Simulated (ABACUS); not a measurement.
Here is an ABACUS 3.10.1 calculation.

The input INPUT:

```
INPUT_PARAMETERS
suffix              Mo
calculation         scf
basis_type          lcao
pseudo_dir          ./
orbital_dir         ./
symmetry            1
dft_functional      pbe
ecutwfc             100
pseudo_rcut         10
nspin               1
nbands              11
ks_solver           genelpa
smearing_method     fd
smearing_sigma      0.00367493
scf_thr             1e-07
scf_nmax            100
mixing_type         broyden
mixing_beta         0.7
cal_force           1
cal_stress          1
out_mul             1
```

File STRU:

```
ATOMIC_SPECIES
Mo 95.9500 Mo.upf

NUMERICAL_ORBITAL
Mo_confined-atom_7au_3s2p2d1f.orb

LATTICE_CONSTANT
1.8897261246

LATTICE_VECTORS
-1.5943890000 1.5912960000 1.5845360000
1.6123860000 -1.5430600000 1.5542960000
1.6065880000 1.5552580000 -1.5362990000

ATOMIC_POSITIONS
Direct

Mo
0.0
1
-0.0048930000 -0.0285050000 -0.0279780000 1 1 1
```

KPT

```
K_POINTS
0
Gamma
12 12 12 0 0 0
```

Potentials or basis: PseudoDojo NC SR 0.4.1 PBE standard, DZP LCAO (the cutoffs set its grid).

Run with:

```console
$ OMP_NUM_THREADS=1 mpirun -np 4 abacus > log
```

Predict the pressure.

-0.8 GPa.

Predict the band gap on the k mesh.

none (metal or under the smearing width).

Stress tensor (GPa, compression positive):
```
-6.15 -0.85 -1.29
-0.85  1.38 -3.28
-1.29 -3.28  2.28
```

Caveat: the atomic orbitals were generated for these runs and aren't a published set; the basis of atomic orbitals isn't converged, which shifts pressures, moduli and gaps.
